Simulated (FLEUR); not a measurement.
# PtSe2 (Sudovikovite) (P-3m1) in FLEUR: a series of runs

The runs below take PtSe2 (Sudovikovite) through band structure, equation of state, with RPBE.

Everything below comes from runs of FLEUR MaX-R8.1 (later development tree). Logs are shortened: lines on timing, memory, paths and dates and some standing lists are left out, and cuts for length are marked.

**1. The crystal as given**

The structure is trigonal, space group P-3m1 (No. 164). Conventional cell: a = 3.724 Å, b = 3.724 Å, c = 5.062 Å, α = 90.00°, β = 90.00°, γ = 120.00°. Pt (site symmetry -3m) is surrounded by 6 Se at 2.49 Å. Around Se (site symmetry 3m) lie 3 Pt at 2.49 Å.

**2. Band structure, RPBE**

File inp.xml:

```xml
<?xml version="1.0" encoding="UTF-8" standalone="no"?>
<fleurInput fleurInputVersion="0.39">
   <comment>
      PtSe2                                                                                               
   </comment>
   <calculationSetup>
      <cutoffs Kmax="5.16" Gmax="16.0" GmaxXC="16.0" numbands="0"/>
      <scfLoop itmax="60" minDistance="0.00001" maxIterBroyd="15" imix="Anderson" alpha="0.05" precondParam="0.0" spinf="2.0" sdNocoIR="T"/>
      <coreElectrons ctail="T" frcor="F" kcrel="0" coretail_lmax="0"/>
      <xcFunctional name="Rpbe" relativisticCorrections="F"/>
      <magnetism jspins="1"/>
      <soc l_soc="F" theta="0.0" phi="0.0" spav="F"/>
      <expertModes spex="0" secvar="F"/>
      <geometryOptimization l_f="F" forcealpha="1.0" forcemix="BFGS" epsdisp="0.00001" epsforce="0.00001"/>
      <ldaU l_linMix="F" mixParam="0.05" spinf="1.0"/>
   </calculationSetup>
   <cell>
      <bzIntegration valenceElectrons="50.0" mode="hist" fermiSmearingEnergy="0.00183747">
         <kPointListSelection listName="default-1"/>
         <!-- k-points included here -->
         <xi:include xmlns:xi="http://www.w3.org/2001/XInclude" href="kpts.xml"> </xi:include>
      </bzIntegration>
      <!-- symmetry operations included here -->
      <xi:include xmlns:xi="http://www.w3.org/2001/XInclude" href="sym.xml"> </xi:include>
      <bulkLattice scale="1.0">
         <bravaisMatrix>
[... 33 lines left out ...]
         <energyParameters s="4" p="4" d="4" f="4"/>
         <lo type="SCLO" l="2" n="3" eDeriv="0"/>
         <lo type="SCLO" l="0" n="4" eDeriv="2"/>
         <lo type="SCLO" l="1" n="4" eDeriv="2"/>
         <lo type="SCLO" l="3" n="4" eDeriv="2"/>
      </species>
   </atomSpecies>
   <atomGroups>
      <atomGroup species="Platinum (Pt)">
         <relPos label="                   1">.0000000000 .0000000000 .0000000000</relPos>
         <force calculate="T" relaxXYZ="TTT"/>
      </atomGroup>
      <atomGroup species="Selenium (Se)">
         <relPos label="                   2">-1.000/3.000 1.000/3.000 -1.000/4.000</relPos>
         <relPos label="                   3">1.000/3.000 -1.000/3.000 1.000/4.000</relPos>
         <force calculate="T" relaxXYZ="TTT"/>
      </atomGroup>
   </atomGroups>
   <output dos="F" band="F" slice="F">
      <checks vchk="F" cdinf="F"/>
      <bandDOS minEnergy="-.5*Htr" maxEnergy="0.5*Htr" sigma="0.015" storeEVData="T"/>
      <vacuumDOS vacdos="F" integ="F" star="F" nstars="0" locx1="0.0" locy1="0.0" locx2="0.0" locy2="0.0" nstm="0" tworkf="0.0"/>
      <unfoldingBand unfoldBand="F" supercellX="1" supercellY="1" supercellZ="1"/>
      <plotting iplot="0" polar="F">
         <plot TwoD="T" vec1="  1.0  0.0  0.0" vec2="  0.0  1.0  0.0" vec3="  0.0  0.0  1.0" zero="  0.0  0.0  0.0" file="plot"/>
      </plotting>
      <chargeDensitySlicing numkpt="0" minEigenval="0.0" maxEigenval="0.0" nnne="0" pallst="F"/>
      <specialOutput eonly="F"/>
      <moessbauerParams electricFieldGradient="T" isomerShift="T" coreHyperfine="T" valenceHyperfine="T"/>
      <magneticCircularDichroism mcd="F" energyLo="-10.0" energyUp="0.0"/>
   </output>
  <!-- We include the file relax.xml here to enable relaxations (see documentation) -->
  <xi:include xmlns:xi="http://www.w3.org/2001/XInclude" href="relax.xml"> <xi:fallback/> </xi:include>
</fleurInput>
```

File crystal.txt:

```
PtSe2
&input cartesian=F /
3.7240000000  0.0000000000  0.0000000000
-1.8620000000  3.2250786037  0.0000000000
0.0000000000  0.0000000000  5.0620000000
1.8897261246
1.0 1.0 1.0

3
78 0.0000000000  0.0000000000  0.0000000000
34 0.6666666667  0.3333333333  0.7500000000
34 0.3333333333  0.6666666667  0.2500000000

&kpt div1=8 div2=8 div3=5 gamma=T /
```

File inp.xml (bands):

```
<?xml version="1.0" encoding="UTF-8" standalone="no"?>
<fleurInput fleurInputVersion="0.39">
   <comment>
      PtSe2                                                                                               
   </comment>
   <calculationSetup>
      <cutoffs Kmax="5.16" Gmax="16.0" GmaxXC="16.0" numbands="0"/>
      <scfLoop itmax="60" minDistance="0.00001" maxIterBroyd="15" imix="Anderson" alpha="0.05" precondParam="0.0" spinf="2.0" sdNocoIR="T"/>
      <coreElectrons ctail="T" frcor="F" kcrel="0" coretail_lmax="0"/>
      <xcFunctional name="Rpbe" relativisticCorrections="F"/>
      <magnetism jspins="1"/>
      <soc l_soc="F" theta="0.0" phi="0.0" spav="F"/>
      <expertModes spex="0" secvar="F"/>
      <geometryOptimization l_f="F" forcealpha="1.0" forcemix="BFGS" epsdisp="0.00001" epsforce="0.00001"/>
      <ldaU l_linMix="F" mixParam="0.05" spinf="1.0"/>
   </calculationSetup>
   <cell>
      <bzIntegration valenceElectrons="50.0" mode="hist" fermiSmearingEnergy="0.00183747">
         <kPointListSelection listName="path-1"/>
         <!-- k-points included here -->
         <xi:include xmlns:xi="http://www.w3.org/2001/XInclude" href="kpts.xml"> </xi:include>
      </bzIntegration>
      <!-- symmetry operations included here -->
      <xi:include xmlns:xi="http://www.w3.org/2001/XInclude" href="sym.xml"> </xi:include>
      <bulkLattice scale="1.0">
         <bravaisMatrix>
            <row-1>    7.0373400880104002     0.0000000000000000     0.0000000000000000</row-1>
[... 34 lines left out ...]
         <lo type="SCLO" l="0" n="4" eDeriv="2"/>
         <lo type="SCLO" l="1" n="4" eDeriv="2"/>
         <lo type="SCLO" l="3" n="4" eDeriv="2"/>
      </species>
   </atomSpecies>
   <atomGroups>
      <atomGroup species="Platinum (Pt)">
         <relPos label="                   1">.0000000000 .0000000000 .0000000000</relPos>
         <force calculate="T" relaxXYZ="TTT"/>
      </atomGroup>
      <atomGroup species="Selenium (Se)">
         <relPos label="                   2">-1.000/3.000 1.000/3.000 -1.000/4.000</relPos>
         <relPos label="                   3">1.000/3.000 -1.000/3.000 1.000/4.000</relPos>
         <force calculate="T" relaxXYZ="TTT"/>
      </atomGroup>
   </atomGroups>
   <output dos="F" band="T" slice="F">
      <checks vchk="F" cdinf="F"/>
      <bandDOS minEnergy="-.5*Htr" maxEnergy="0.5*Htr" sigma="0.015" storeEVData="T"/>
      <vacuumDOS vacdos="F" integ="F" star="F" nstars="0" locx1="0.0" locy1="0.0" locx2="0.0" locy2="0.0" nstm="0" tworkf="0.0"/>
      <unfoldingBand unfoldBand="F" supercellX="1" supercellY="1" supercellZ="1"/>
      <plotting iplot="0" polar="F">
         <plot TwoD="T" vec1="  1.0  0.0  0.0" vec2="  0.0  1.0  0.0" vec3="  0.0  0.0  1.0" zero="  0.0  0.0  0.0" file="plot"/>
      </plotting>
      <chargeDensitySlicing numkpt="0" minEigenval="0.0" maxEigenval="0.0" nnne="0" pallst="F"/>
      <specialOutput eonly="F"/>
      <moessbauerParams electricFieldGradient="T" isomerShift="T" coreHyperfine="T" valenceHyperfine="T"/>
      <magneticCircularDichroism mcd="F" energyLo="-10.0" energyUp="0.0"/>
   </output>
  <!-- We include the file relax.xml here to enable relaxations (see documentation) -->
  <xi:include xmlns:xi="http://www.w3.org/2001/XInclude" href="relax.xml"> <xi:fallback/> </xi:include>
</fleurInput>
```

Potentials or basis: all-electron, FLAPW.

Run with:

```
> inpgen -f crystal.txt -profile fastHighL
> # inp.xml edited to the form shown
> fleur_MPI
> fleur_MPI   # second run, on inp.xml (bands)
```

Output:

```text
Welcome to FLEUR        (www.flapw.de)
      MaX-Release 8.1          (www.max-centre.eu)

 ========== k-point set info ==========
 Selected k-point list: default-1
 k-point list type: mesh
 8 x 8 x 5
 Number of k points: 40

 ------------Calculation Setup---------------------------
 Number of MPI-tasks      :            1
 Number of PE/node        :            1
 Number of OMP-threads    :            1
 Most efficient MPI parallelization for:
           1           2           4           5           8          10          20          40
 Additional eigenvalue parallelization possible
 Number of basis functions:         1064
 Approximate size of matrices (H+S) per k-point:         0.017 GB
 --------------------------------------------------------
 Iteration:     1   Distance:      14.75865071 me/bohr^3
 Iteration:     2   Distance:      12.46849668 me/bohr^3
 Iteration:     3   Distance:       6.32660006 me/bohr^3
 Iteration:     4   Distance:       3.02810036 me/bohr^3
 Iteration:     5   Distance:       1.80836030 me/bohr^3
 Iteration:     6   Distance:       0.49974966 me/bohr^3
 Iteration:     7   Distance:       0.39959478 me/bohr^3
 Iteration:     8   Distance:       0.10208721 me/bohr^3
 Iteration:     9   Distance:       0.03006815 me/bohr^3
 Iteration:    10   Distance:       0.01480082 me/bohr^3
 Iteration:    11   Distance:       0.00311996 me/bohr^3
 Iteration:    12   Distance:       0.00288123 me/bohr^3
 Iteration:    13   Distance:       0.00141524 me/bohr^3
 Iteration:    14   Distance:       0.00047896 me/bohr^3
 Iteration:    15   Distance:       0.00033824 me/bohr^3
 Iteration:    16   Distance:       0.00031346 me/bohr^3
 Iteration:    17   Distance:       0.00021716 me/bohr^3
 Iteration:    18   Distance:       0.00007119 me/bohr^3
 Iteration:    19   Distance:       0.00003087 me/bohr^3
 Iteration:    20   Distance:       0.00002713 me/bohr^3
 Iteration:    21   Distance:       0.00000708 me/bohr^3

 ********************************************************************
 Run finished successfully
 Stop message:
   all done
 ********************************************************************
```

It took 6.2 min on 1 thread of Arm Neoverse V1, shared host; peak memory 0.11 GiB.

What came out:

* Free energy: -634248.1280 eV
* Band gap along the path: none (metal or under the smearing width)
* Valence electrons inside the program's atomic spheres: Pt 16.47; Se 12.85 (radii Pt 2.46, Se 1.9 bohr)

Levels at the corners of the path, in eV from the Fermi level:
```csv
point,band 21,band 22,band 23,band 24,band 25,band 26,band 27,band 28,band 29,band 30
Γ,-4.14,-2.69,-1.21,-1.21,0.29,1.38,1.38,3.73,4.43,7.28
M,-3.79,-3.66,-3.62,-3.54,-3.07,0.64,2.27,4.80,5.92,7.29
K,-4.86,-3.89,-2.80,-1.96,-1.96,0.01,0.01,4.09,7.72,8.84
Γ,-4.14,-2.69,-1.21,-1.21,0.29,1.38,1.38,3.73,4.43,7.28
A,-4.17,-2.99,-1.79,-1.64,-1.64,2.22,2.22,4.88,6.43,6.72
L,-3.65,-3.64,-3.34,-2.98,-1.49,0.93,1.50,4.58,4.96,7.21
H,-4.62,-4.24,-3.80,-2.62,-2.62,1.93,1.93,6.50,7.33,7.33
A,-4.17,-2.99,-1.79,-1.64,-1.64,2.22,2.22,4.88,6.43,6.72
L,-3.65,-3.64,-3.34,-2.98,-1.49,0.93,1.50,4.58,4.96,7.21
M,-3.79,-3.66,-3.62,-3.54,-3.07,0.64,2.27,4.80,5.92,7.29
K,-4.86,-3.89,-2.80,-1.96,-1.96,0.01,0.01,4.09,7.72,8.84
H,-4.62,-4.24,-3.80,-2.62,-2.62,1.93,1.93,6.50,7.33,7.33
```

Core levels (eV from the Fermi level):
```csv
atom,levels
1 Pt,"1s1/2 -78314.5, 2s1/2 -13745.4, 2p1/2 -13169.5, 2p3/2 -11440.8, 3s1/2 -3227.0, 3p1/2 -2969.5, 3p3/2 -2589.4, 4s1/2 -692.5, 3d3/2 -2162.6, 3d5/2 -2080.7, 4p1/2 -583.3, 4p3/2 -492.8, 4d3/2 -314.5, 4d5/2 -297.7, 4f5/2 -70.0, 4f7/2 -66.5"
2 Se,"1s1/2 -12497.1, 2s1/2 -1601.6, 2p1/2 -1435.5, 2p3/2 -1393.8, 3s1/2 -209.0, 3p1/2 -152.3, 3p3/2 -146.4"
3 Se,"1s1/2 -12497.1, 2s1/2 -1601.6, 2p1/2 -1435.5, 2p3/2 -1393.8, 3s1/2 -209.0, 3p1/2 -152.3, 3p3/2 -146.4"
```

Caveat: spin-orbit coupling is left out, which moves the levels of the heavy elements.

**3. Equation of state, RPBE, 19.05 Å³/atom (volume scaled by 0.94)**

Changes to inp.xml since step 2:

```diff
@@ -6,3 +6,3 @@
    <calculationSetup>
-      <cutoffs Kmax="5.16" Gmax="16.0" GmaxXC="16.0" numbands="0"/>
+      <cutoffs Kmax="5.3" Gmax="16.4" GmaxXC="16.4" numbands="0"/>
       <scfLoop itmax="60" minDistance="0.00001" maxIterBroyd="15" imix="Anderson" alpha="0.05" precondParam="0.0" spinf="2.0" sdNocoIR="T"/>
@@ -24,3 +24,3 @@
       <xi:include xmlns:xi="http://www.w3.org/2001/XInclude" href="sym.xml"> </xi:include>
-      <bulkLattice scale="1.0">
+      <bulkLattice scale="0.9795861087">
          <bravaisMatrix>
@@ -34,3 +34,3 @@
       <species name="Platinum (Pt)" element="Pt" atomicNumber="78">
-         <mtSphere radius="2.46" gridPoints="813" logIncrement="0.016"/>
+         <mtSphere radius="2.39" gridPoints="813" logIncrement="0.016"/>
          <atomicCutoffs lmax="10" lnonsphr="8"/>
@@ -51,3 +51,3 @@
       <species name="Selenium (Se)" element="Se" atomicNumber="34">
-         <mtSphere radius="1.9" gridPoints="629" logIncrement="0.019"/>
+         <mtSphere radius="1.85" gridPoints="629" logIncrement="0.019"/>
          <atomicCutoffs lmax="8" lnonsphr="6"/>
```

Potentials or basis: all-electron, FLAPW.

Run with:

```
> inpgen -f crystal.txt -profile fastHighL
> # inp.xml edited to the form shown
> fleur_MPI
```

Run time: 6 min. Hardware: 1 thread of Arm Neoverse V1, shared host; peak memory 0.11 GiB.

It converged, with:

- Free energy: -634247.7861 eV
- Band gap on the k mesh: none (metal or under the smearing width)
- Valence electrons inside the program's atomic spheres: Pt 16.30; Se 12.69 (radii Pt 2.39, Se 1.85 bohr)

**4. Equation of state, RPBE, 19.45 Å³/atom (volume scaled by 0.96)**

Changes to inp.xml since step 3:

```diff
@@ -24,3 +24,3 @@
       <xi:include xmlns:xi="http://www.w3.org/2001/XInclude" href="sym.xml"> </xi:include>
-      <bulkLattice scale="0.9795861087">
+      <bulkLattice scale="0.9864848297">
          <bravaisMatrix>
```

Run with:

```
> inpgen -f crystal.txt -profile fastHighL
> # inp.xml edited to the form shown
> fleur_MPI
```

Wall time 6.5 min (1 thread of Arm Neoverse V1, shared host); peak memory 0.12 GiB.

The run converged. Its results:

* Free energy: -634247.9260 eV
* Band gap on the k mesh: none (metal or under the smearing width)
* Valence electrons inside the program's atomic spheres: Pt 16.26; Se 12.68 (radii Pt 2.39, Se 1.85 bohr)

**5. Equation of state, RPBE, 20.27 Å³/atom**

Changes to inp.xml since step 4:

```diff
@@ -24,3 +24,3 @@
       <xi:include xmlns:xi="http://www.w3.org/2001/XInclude" href="sym.xml"> </xi:include>
-      <bulkLattice scale="0.9864848297">
+      <bulkLattice scale="1.0000000000">
          <bravaisMatrix>
```

Run with:

```
> inpgen -f crystal.txt -profile fastHighL
> # inp.xml edited to the form shown
> fleur_MPI
```

Run time: 7.2 min. Hardware: 1 thread of Arm Neoverse V1, shared host; peak memory 0.12 GiB.

The run converged. Its results:

```
Free energy                                           : -634248.1241 eV
Band gap on the k mesh                                : none (metal or under the smearing width)
Valence electrons inside the program's atomic spheres : Pt 16.19; Se 12.66 (radii Pt 2.39, Se 1.85 bohr)
```

**6. Equation of state, RPBE, 21.08 Å³/atom (volume scaled by 1.04)**

Changes to inp.xml since step 5:

```diff
@@ -24,3 +24,3 @@
       <xi:include xmlns:xi="http://www.w3.org/2001/XInclude" href="sym.xml"> </xi:include>
-      <bulkLattice scale="1.0000000000">
+      <bulkLattice scale="1.0131594038">
          <bravaisMatrix>
```

Potentials or basis: all-electron, FLAPW.

Run with:

```
> inpgen -f crystal.txt -profile fastHighL
> # inp.xml edited to the form shown
> fleur_MPI
```

Run time: 7.7 min. Hardware: 1 thread of Arm Neoverse V1, shared host; peak memory 0.12 GiB.

The run converged. Its results:

* Free energy: -634248.2315 eV
* Band gap on the k mesh: none (metal or under the smearing width)
* Valence electrons inside the program's atomic spheres: Pt 16.13; Se 12.65 (radii Pt 2.39, Se 1.85 bohr)

**7. Equation of state, RPBE, 21.48 Å³/atom (volume scaled by 1.06)**

Changes to inp.xml since step 6:

```diff
@@ -24,3 +24,3 @@
       <xi:include xmlns:xi="http://www.w3.org/2001/XInclude" href="sym.xml"> </xi:include>
-      <bulkLattice scale="1.0131594038">
+      <bulkLattice scale="1.0196128224">
          <bravaisMatrix>
```

Run with:

```
> inpgen -f crystal.txt -profile fastHighL
> # inp.xml edited to the form shown
> fleur_MPI
```

Wall time 8 min (1 thread of Arm Neoverse V1, shared host); peak memory 0.13 GiB.

Results (log left out):

```yaml
Free_energy: -634248.2571 eV
Band_gap_on_the_k_mesh: none (metal or under the smearing width)
Valence_electrons_inside_the_program's_atomic_spheres: Pt 16.10; Se 12.64 (radii Pt 2.39, Se 1.85 bohr)
```

**8. Equation of state, RPBE**

No new run: the results of the series are fitted here.

Results:

```yaml
Equilibrium_volume: "21.94 Å³/atom (rough: see the caveat)"
Bulk_modulus_at_fixed_shape_and_positions: 102 GPa (rough)
```

Energy against volume, from the lowest point:
| volume (Å³/atom) | energy (meV/atom) |
| --- | --- |
| 19.049 | 156.97 |
| 19.455 | 110.35 |
| 20.265 | 44.31 |
| 21.076 | 8.53 |
| 21.481 | 0.00 |

Caveat: the minimum lies outside the volumes run; the cell was scaled at fixed shape and fractional positions, which overstates the stiffness of a crystal with free parameters, most of all of layers and chains. The run has no spin-orbit coupling, so splittings on Pt are missing.
